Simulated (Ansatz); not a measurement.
# K under pressure: fit and missing row

K, R-3m, a = 4.719 Å, c = 34.444 Å. This isn't the element's structure at ambient conditions. Ansatz: PBE, PAW, 420 eV, Γ-centred 12×12×12 mesh on 3 atoms, Gaussian smearing 0.10 eV; no spin polarisation. Cell and atoms are relaxed at each pressure, and no other structure is tried, so the rows at high pressure may lie past a change of phase.

| V (Å³/atom) | P (GPa) |
| --- | --- |
| ? | 39.99 |
| 27.243 | 19.97 |
| 35.513 | 10.06 |
| 43.728 | 4.99 |
| 54.189 | 1.99 |
| 73.820 | 0.01 |

**Question.** Take V0 = 73.820 Å³/atom, count pressures from its P0 = 0.01 GPa, fit the third-order Birch–Murnaghan form to the other rows, and predict the missing volume.

**Answer.** With the Eulerian strain f = ½[(V0/V)^(2/3) − 1] and y = (P − P0)/[3f(1 + 2f)^(5/2)], the form is the line y = B0 + 1.5 B0 (B0′ − 4) f. Rows (f, y): 0.47181, 2.68; 0.31438, 3.15; 0.20889, 3.32; 0.11444, 3.45. Means f = 0.2774, y = 3.1500; Σ(Δf)² = 0.07041, ΣΔfΔy = -0.1519; the slope is their ratio. y = 3.748 − 2.157 f GPa, so B0 = 3.7 GPa and B0′ = 4 + 2 × (-2.157)/(3 × 3.748) = 3.62. P = 39.99 GPa is met at f = 0.68154 (y = 2.278), so V = V0 (1 + 2f)^(−3/2) = 20.322 Å³/atom. The run gave 18.116 Å³/atom, so the fit is 2.206 Å³/atom too high, 4 % of the span of the series, against an rms of 0.205 Å³/atom on the fitted rows. The row lies outside the fitted range. A fourth-order term fitted to the same rows gives P = 30.90 GPa at this row's volume (the line 50.20, the run 39.99), no gain. With a term in f² added B0′ becomes 4.02, so this figure hangs on the form. The nearest row lies 27 % from V0, so B0 and B0′ are extrapolations to f = 0.

The mesh isn't the same in all rows (12×12×12, 15×15×15).